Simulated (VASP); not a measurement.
**Ga: single point with LDA**

The system is Ga.

```
Ga
1.0
    -1.40262    1.40262    2.34164
     1.40262   -1.40262    2.34164
     1.40262    1.40262   -2.34164
Ga
1
Direct
  0.00000 0.00000 0.00000
```

This isn't the form of Ga at room conditions, which is orthorhombic.

The cell isn't the ideal one: volume scaled by 1.04.

```yaml
Program: VASP 6.6.1
Task: single point
Functional: LDA
Potentials_or_basis: VASP PAW LDA potentials, release 64 (Ga_d)
Cutoff: 520 eV
k_mesh: 10 × 10 × 10
Occupations: gaussian, width 0.15 eV
Spin: non-collinear spin, zero start, spin-orbit coupling
Starting_moments: "[[0.0, 0.0, 0.0]] μB"
Dipole_correction: no
Further_INCAR_settings: ALGO = Fast; EDIFF = 1e-06; NBANDS = 24
```

```yaml
Pressure: -3.7 GPa
Net_moment: 0.00 μB per cell
Valence_electrons_inside_the_program's_atomic_spheres: Ga 11.56
```

Stress tensor (GPa, compression positive):
```
-3.01  0.00  0.00
 0.00 -3.01  0.00
 0.00  0.00 -5.16
```

Moments on the atoms (μB; x, y, z):
```
Ga  0.00 0.00 0.00
```

It took 100 s on 1 thread of Intel(R) Xeon(R) Platinum 8259CL CPU @ 2.50GHz (Skylake/Cascade Lake) (shared host), peak memory 0.21 GiB.
